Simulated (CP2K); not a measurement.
**Hf in CP2K: convergence with k mesh**

Input of the first run (k mesh 3 × 3 × 3); the others differ in this setting and in those tied to it:

The input hf_converge.inp:

```
&GLOBAL
  PROJECT hf_converge
  RUN_TYPE ENERGY_FORCE
  PRINT_LEVEL LOW
&END GLOBAL
&FORCE_EVAL
  METHOD QS
  STRESS_TENSOR ANALYTICAL
  &DFT
    BASIS_SET_FILE_NAME BASIS_MOLOPT_UZH
    POTENTIAL_FILE_NAME POTENTIAL_UZH
    &MGRID
      CUTOFF 450
      REL_CUTOFF 60
      NGRIDS 5
    &END MGRID
    &QS
      METHOD GPW
      EPS_DEFAULT 1.0E-9
    &END QS
    &KPOINTS
      SCHEME MONKHORST-PACK 3 3 3
      GAMMA_CENTERED T
      SYMMETRY T
      SYMMETRY_BACKEND SPGLIB
    &END KPOINTS
    &SCF
      SCF_GUESS ATOMIC
      EPS_SCF 1.0E-6
      MAX_SCF 100
      ADDED_MOS 11
      CHOLESKY OFF
      EPS_EIGVAL 1.0E-7
      &DIAGONALIZATION ON
        ALGORITHM STANDARD
      &END DIAGONALIZATION
      &MIXING ON
        METHOD BROYDEN_MIXING
        ALPHA 0.4
        BETA 1.5
        NBUFFER 8
      &END MIXING
      &SMEAR ON
        METHOD FERMI_DIRAC
        ELECTRONIC_TEMPERATURE [K] 580.226
      &END SMEAR
    &END SCF
    &XC
      &XC_FUNCTIONAL
        &GGA_X_PBE
        &END GGA_X_PBE
        &GGA_C_PBE
        &END GGA_C_PBE
      &END XC_FUNCTIONAL
    &END XC
    &PRINT
      &KPOINTS ON
      &END KPOINTS
      &MULLIKEN ON
      &END MULLIKEN
      &MO ON
        ENERGIES T
        OCCUPATION_NUMBERS T
        &EACH
          QS_SCF 0
        &END EACH
        ADD_LAST NUMERIC
      &END MO
    &END PRINT
  &END DFT
  &SUBSYS
    &CELL
      A 3.0782222070 0.0000000000 0.0000000000
      B 1.4714862640 2.6808722769 0.0000000000
      C 1.9696063664 1.1518380788 2.6224677355
      PERIODIC XYZ
    &END CELL
    &COORD
      SCALED
      Hf  0.0000000000 0.0000000000 0.0000000000
    &END COORD
    &KIND Hf
      BASIS_SET DZVP-MOLOPT-PBE-GTH-q12
      POTENTIAL GTH-PBE-q12
    &END KIND
    &PRINT
      &ATOMIC_COORDINATES ON
      &END ATOMIC_COORDINATES
      &CELL ON
      &END CELL
      &SYMMETRY ON
      &END SYMMETRY
    &END PRINT
  &END SUBSYS
  &PRINT
    &FORCES ON
    &END FORCES
    &STRESS_TENSOR ON
    &END STRESS_TENSOR
  &END PRINT
&END FORCE_EVAL
```

Potentials or basis: POTENTIAL_UZH Hf GTH-PBE-q12; DZVP-MOLOPT-PBE-GTH basis.

Run with:

```bash
$ OMP_NUM_THREADS=1 cp2k.psmp -i hf_converge.inp -o hf_converge.out
```

This isn't the form of Hf at room conditions, which is hcp.

Hardware: 1 thread of Arm Neoverse V2 (shared host).

Task: The values tried are 3 × 3 × 3, 4 × 4 × 4, 5 × 5 × 5, 6 × 6 × 6, 7 × 7 × 7, 9 × 9 × 8, 11 × 11 × 10, 13 × 13 × 12, loosest first. From which on does the pressure stay within 0.1 GPa of the tightest run that finished?

Result: From 11 × 11 × 10 on.

```tsv
k mesh	energy less the tightest run, at zero smearing (meV/atom)	pressure (GPa)	SCF cycles	CPU time (s)	peak memory (GiB)
3 × 3 × 3	-19.99	4.53	11	16	0.23
4 × 4 × 4	52.47	4.63	11	17	0.23
5 × 5 × 5	-12.73	4.37	11	19	0.23
6 × 6 × 6	-17.57	3.66	11	22	0.23
7 × 7 × 7	8.64	4.61	11	25	0.23
9 × 9 × 8	0.24	4.32	11	35	0.24
11 × 11 × 10	-2.29	4.39	11	53	0.25
13 × 13 × 12	0.00	4.44	11	78	0.28
```

Not settled before the last step: the energy (to 1 meV/atom). Meshes of other sizes hit other points, so gaps and Fermi surfaces needn't settle smoothly. The tightest run that finished is the yardstick and may itself not be fully converged.

Caveat, for the tightest run too: the basis of atomic orbitals isn't converged, which shifts pressures, moduli and gaps. The run has no spin-orbit coupling, so splittings on Hf are missing.
